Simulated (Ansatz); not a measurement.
# Ba (P4/mmm) in Ansatz: convergence with smearing width

Aim: find how far smearing width must go before the results for Ba settle, at r2SCAN. This setting moves, with any that are tied to it; all else stays.

Everything below comes from runs of Ansatz 0.2.0. Logs are shortened: lines on timing, memory, paths and dates and some standing lists are left out, and cuts for length are marked.

## (1) The crystal as given

Symmetry: P4/mmm, No. 123, tetragonal system. The conventional cell has a = 4.000 Å, b = 4.000 Å, c = 3.606 Å, α = 90.00°, β = 90.00°, γ = 90.00°. Ba (site symmetry 4/mmm) is surrounded by 6 Ba at 3.61 to 4.00 Å.

This isn't the form of Ba at room conditions, which is bcc.

## (2) With smearing width 0.3 eV

Contents of input.yaml:

```yaml
crystal:
  lattice:
    - [3.99965, 0.0, 0.0]
    - [0.0, 3.99965, 0.0]
    - [0.0, 0.0, 3.605539]
  atoms:
    - { symbol: Ba, position: [0.5, 0.5, 0.5] }
hamiltonian:
  xc: r2scan
  pseudopotentials: { kind: paw }
kpoints:
  mp_grid: { grid: [6, 6, 6] }
scf:
  occupations: { method: gaussian, width: 0.3 }
output:
  forces: true
  stress: true
  eigenvalues: true
```

Potentials or basis: Ansatz PAW.

Started as:

```console
$ ansatz run input.yaml --threads 2 --pin off --max-ram 5632MiB --backend cpu --events-out ev --progress --plain --runs-dir out
```

It took 1.8 s on 2 threads of Arm Neoverse V2, shared host; peak memory 0.4 GiB.

Results:

* Free energy: -5964.1795 eV
* Pressure: 0.3 GPa
* Band gap on the k mesh: none (metal or under the smearing width)

## (3) With smearing width 0.2 eV

Changes to input.yaml since step 2:

```diff
@@ -13,3 +13,3 @@
 scf:
-  occupations: { method: gaussian, width: 0.3 }
+  occupations: { method: gaussian, width: 0.2 }
 output:
```

Potentials or basis: Ansatz PAW.

Started as:

```console
$ ansatz run input.yaml --threads 2 --pin off --max-ram 5632MiB --backend cpu --events-out ev --progress --plain --runs-dir out
```

It took 1.8 s on 2 threads of Arm Neoverse V2, shared host; peak memory 0.4 GiB.

Results:

- Free energy: -5964.1661 eV
- Pressure: 0.3 GPa
- Band gap on the k mesh: none (metal or under the smearing width)

## (4) With smearing width 0.15 eV

Changes to input.yaml since step 3:

```diff
@@ -13,3 +13,3 @@
 scf:
-  occupations: { method: gaussian, width: 0.2 }
+  occupations: { method: gaussian, width: 0.15 }
 output:
```

Started as:

```console
$ ansatz run input.yaml --threads 2 --pin off --max-ram 5632MiB --backend cpu --events-out ev --progress --plain --runs-dir out
```

It took 1.8 s on 2 threads of Arm Neoverse V2, shared host; peak memory 0.4 GiB.

What came out:

* Free energy: -5964.1609 eV
* Pressure: 0.3 GPa
* Band gap on the k mesh: none (metal or under the smearing width)

## (5) With smearing width 0.1 eV

Changes to input.yaml since step 4:

```diff
@@ -13,3 +13,3 @@
 scf:
-  occupations: { method: gaussian, width: 0.15 }
+  occupations: { method: gaussian, width: 0.1 }
 output:
```

Started as:

```console
$ ansatz run input.yaml --threads 2 --pin off --max-ram 5632MiB --backend cpu --events-out ev --progress --plain --runs-dir out
```

Wall time 1.8 s (2 threads of Arm Neoverse V2, shared host); peak memory 0.4 GiB.

What came out:

```yaml
Free_energy: -5964.1568 eV
Pressure: 0.3 GPa
Band_gap_on_the_k_mesh: none (metal or under the smearing width)
```

## (6) With smearing width 0.05 eV

Changes to input.yaml since step 5:

```diff
@@ -13,3 +13,3 @@
 scf:
-  occupations: { method: gaussian, width: 0.1 }
+  occupations: { method: gaussian, width: 0.05 }
 output:
```

Potentials or basis: Ansatz PAW.

Started as:

```console
$ ansatz run input.yaml --threads 2 --pin off --max-ram 5632MiB --backend cpu --events-out ev --progress --plain --runs-dir out
```

Wall time 1.8 s (2 threads of Arm Neoverse V2, shared host); peak memory 0.4 GiB.

Results (log left out):

```
Free energy            : -5964.1541 eV
Pressure               : 0.4 GPa
Band gap on the k mesh : none (metal or under the smearing width)
```

## (7) With smearing width 0.025 eV

Changes to input.yaml since step 6:

```diff
@@ -13,3 +13,3 @@
 scf:
-  occupations: { method: gaussian, width: 0.05 }
+  occupations: { method: gaussian, width: 0.025 }
 output:
```

Started as:

```console
$ ansatz run input.yaml --threads 2 --pin off --max-ram 5632MiB --backend cpu --events-out ev --progress --plain --runs-dir out
```

Wall time 1.8 s (2 threads of Arm Neoverse V2, shared host); peak memory 0.4 GiB.

Results (log left out):

```
Free energy            : -5964.1534 eV
Pressure               : 0.4 GPa
Band gap on the k mesh : none (metal or under the smearing width)
```

## (8) With smearing width 0.01 eV

Changes to input.yaml since step 7:

```diff
@@ -13,3 +13,3 @@
 scf:
-  occupations: { method: gaussian, width: 0.025 }
+  occupations: { method: gaussian, width: 0.01 }
 output:
```

Started as:

```console
$ ansatz run input.yaml --threads 2 --pin off --max-ram 5632MiB --backend cpu --events-out ev --progress --plain --runs-dir out
```

Wall time 1.8 s (2 threads of Arm Neoverse V2, shared host); peak memory 0.4 GiB.

It converged, with:

- Free energy: -5964.1531 eV
- Pressure: 0.4 GPa
- Band gap on the k mesh: none (metal or under the smearing width)

## (9) With smearing width 0.005 eV

Changes to input.yaml since step 8:

```diff
@@ -13,3 +13,3 @@
 scf:
-  occupations: { method: gaussian, width: 0.01 }
+  occupations: { method: gaussian, width: 0.005 }
 output:
```

Potentials or basis: Ansatz PAW.

Started as:

```console
$ ansatz run input.yaml --threads 2 --pin off --max-ram 5632MiB --backend cpu --events-out ev --progress --plain --runs-dir out
```

The log of the run:

```text
Warning: RAYON_NUM_THREADS=2 ignored (pool sized by the plan → 2); use --threads N
Engine: ansatz 0.2.0, aarch64-unknown-linux-gnu
Pseudopotentials: kind: paw
Pseudopotential: Ba, paw, valence charge 10, recommended cutoff 500 eV (meta_gga), Ba.paw.azcp
Functional definition: r2SCAN
  parameter k0 = 0.174
  parameter k1 = 0.065
  parameter a1 = 4.9479
  exchange = r2scan_x(k0 = k0, k1 = k1, a1 = a1)
  correlation = r2scan_c
Crystal: 1 atoms, lattice volume = 57.679 Å³
Basis set: ecut = 500 eV, 1453 PW (Γ), exchange–correlation on 120×120×108 points (64 copies of the dense FFT grid, shifted against one another)
Bands: 9, of which v1, the nominal top of the filled ones, is band 5 counted from 1 (4 counted from 0)
Symmetry: 16 space group operations
Space group: P4/mmm (ITA 123), of the structure as read, at distance tolerance 3.9e-5 Å
k-points: 40 of 216
Non-local potential: Ba, projectors of the file, l = 0: 3, l = 1: 2, l = 2: 2, l = 3: 2
PAW form: soft (Blöchl's): semilocal exchange-correlation on the pseudo side does not see the compensation charge
PAW frozen core: Ba, regenerated for the run's functional (the file was generated under x = pbe(κ = 0.804, μ = 0.2195149727645171), c = pbe(β = 0.06672455060314922))
PAW one-centre angular grid: Ba, 302 points (default); XC on 160 Gauss nodes
Initial density: superposition of atomic densities (neutral atoms: chi_scale 0, normalization atom), corrected by the library's trained network
Initial wavefunctions: pseudopotential atomic-orbital guess
Functional: x = r2scan, c = r2scan; τ floored in thin density (d = 2e-4 eV/Å³)
SCF iter   1: F=—  HF=-5964.095736 eV  |F-HF|=—  |Δ(HF+E_count)|=         —  Δρ=4.37e-3  dr2=2.64e-2  dr2_τ=1.63e-3  ethr=1.77e-3  ⟨swp⟩=8.3  Hψ=3670  notcnv=0
preconditioner: auto → none  [insulator: Δε(μ)=0.070 eV  Ē_g=3.110 eV  σ=0.005 eV  W_gap=0.61  n_scr=6 (ndim 8)  ℏωp=6.9 eV  f_vac=0.000  D(μ)=7.94/eV (n_scr^D=128)  ε∞_Penn≈5.9]
SCF iter   2: F=—  HF=-5964.152403 eV  |F-HF|=—  |Δ(HF+E_count)|=   5.67e-2  Δρ=1.93e-3  dr2=3.85e-3  dr2_τ=1.93e-4  ethr=2.64e-4  ⟨swp⟩=3.1  Hψ=1109  notcnv=0  defer=1
SCF iter   3: F=—  HF=-5964.152860 eV  |F-HF|=—  |Δ(HF+E_count)|=   4.57e-4  Δρ=4.75e-4  dr2=1.40e-4  dr2_τ=6.33e-6  ethr=3.85e-5  ⟨swp⟩=3.5  Hψ=739  notcnv=0  defer=1
SCF iter   4: F=—  HF=-5964.152955 eV  |F-HF|=—  |Δ(HF+E_count)|=   9.52e-5  Δρ=6.90e-5  dr2=3.67e-6  dr2_τ=9.17e-8  ethr=1.40e-6  ⟨swp⟩=3.2  Hψ=729  notcnv=0  defer=1
SCF iter   5: F=—  HF=-5964.152958 eV  |F-HF|=—  |Δ(HF+E_count)|=   3.12e-6  Δρ=7.02e-6  dr2=2.15e-8  dr2_τ=1.18e-9  ethr=3.67e-8  ⟨swp⟩=2.2  Hψ=515  notcnv=0  defer=1
SCF iter   6: F=-5964.152958 eV  HF=-5964.152958 eV  |F-HF|=4.79e-10  |Δ(HF+E_count)|=   4.40e-8  Δρ=5.75e-7  dr2=2.16e-10  dr2_τ=1.22e-11  ethr=2.15e-10  ⟨swp⟩=2.8  Hψ=1386  notcnv=0
SCF 1 converged in 6 iterations: F = -5964.152958 eV  dr2 = 2.16e-10
SCF converged after 6 iterations
Free energy (F): -5964.152958 eV
Harris-Foulkes:  -5964.152958 eV  (|F-HF|=4.79e-10)
Internal energy: -5964.152861 eV  (E = F + TS)
E sigma→0 (E₀):  -5964.152910 eV
Entropy (-TS):   -0.000097 eV (-0.097 meV/atom)
Fermi energy:    6.574344 eV
--- Per-component energies (eV) ---
  E_band       = -85.584949
  E_kinetic    = 167.259986
  E_local      = -371.673962  (includes V_loc(G=0)·N_el)
  E_nonlocal   = 55.969697
  E_hartree    = 118.292353
  E_xc         = -155.628510
  E_vxc        = -145.543409  (∫ρ·V_xc dr)
  E_paw        = -5251.646843  (= ΣΔE_a)
  E_vpaw       = -35.348176  (= ΣTr[D̂ρ^β])
  E_aug_tail   = -0.000001  (compensation charges beyond the density's cutoff)
  E_vtau       = 7.166155  (kinetic-family band-sum trace: ∫τ·v_τ [+ j·A + Jᵃ·Aᵃ] dr)
  E_ewald      = -526.795997
  E_core_change = 0.070416  (= ΣΔE_core)
  E_smearing   = -0.000097  (= −TS)
  E_closure    = -0.000000  (closes the sum)
  Σ components = -5964.152958   (vs F -5964.152958, Δ=0.00e0)
--- Forces (eV/Å), atoms counted from 1 ---
  atom   1  Ba     0.00000000    -0.00000000     0.00000000
  max |Σ_I F_I| component: 5.52e-30 eV/Å
--- Stress (GPa, compression-positive) ---
       -0.920074       0.000000       0.000000
        0.000000      -0.920074       0.000000
        0.000000       0.000000       2.996709
  P = ⅓ Tr σ = 0.3855 GPa (3.855 kbar)
--- Band table (eV; the first three rows and the last of 40) ---
  k-point 0: bands = ["-23.6550", "-8.1099", "-8.1099", "-7.7698", "3.8890", "6.6562", "6.6572", "11.4844", "12.2901"]
  k-point 1: bands = ["-23.6140", "-8.1708", "-8.0695", "-8.0695", "4.3791", "6.8642", "7.4118", "10.6808", "10.6808"]
  k-point 2: bands = ["-23.5300", "-8.8842", "-7.9868", "-7.9868", "5.4658", "7.3761", "8.4001", "9.3003", "9.3003"]
  k-point 39: bands = ["-23.3865", "-9.0104", "-8.4525", "-8.4525", "6.1443", "6.1443", "7.0046", "10.0392", "12.7806"]
```

Run time: 1.8 s. Hardware: 2 threads of Arm Neoverse V2, shared host; peak memory 0.4 GiB.

Results:

| Property | Result |
| --- | --- |
| Free energy | -5964.1530 eV |
| Pressure | 0.4 GPa |
| Band gap on the k mesh | none (metal or under the smearing width) |

## (10) Summary

| smearing width | energy less the tightest run, at zero smearing (meV/atom) | pressure (GPa) | SCF cycles | CPU time (s) | peak memory (GiB) |
| --- | --- | --- | --- | --- | --- |
| 0.3 eV | -2.62 | 0.32 | 6 | 3.4 | 0.4 |
| 0.2 eV | -1.90 | 0.31 | 6 | 3.4 | 0.4 |
| 0.15 eV | -0.96 | 0.33 | 6 | 3.4 | 0.4 |
| 0.1 eV | -0.35 | 0.35 | 6 | 3.4 | 0.4 |
| 0.05 eV | -0.23 | 0.37 | 6 | 3.3 | 0.4 |
| 0.025 eV | -0.18 | 0.38 | 6 | 3.3 | 0.4 |
| 0.01 eV | -0.05 | 0.38 | 6 | 3.3 | 0.4 |
| 0.005 eV | 0.00 | 0.39 | 6 | 3.3 | 0.4 |

Against the tightest run, the energy stays within 1 meV/atom from 0.15 eV on; the pressure stays within 0.1 GPa from 0.3 eV on. Narrower smearing needs a denser k mesh, so at a fixed mesh the narrowest width isn't the most accurate. The tightest run that finished is the yardstick and may itself not be fully converged.

Caveats: the PAW data sets come from PBE, with cores solved anew for the run's functional, which leaves a small shift of forces and pressure.
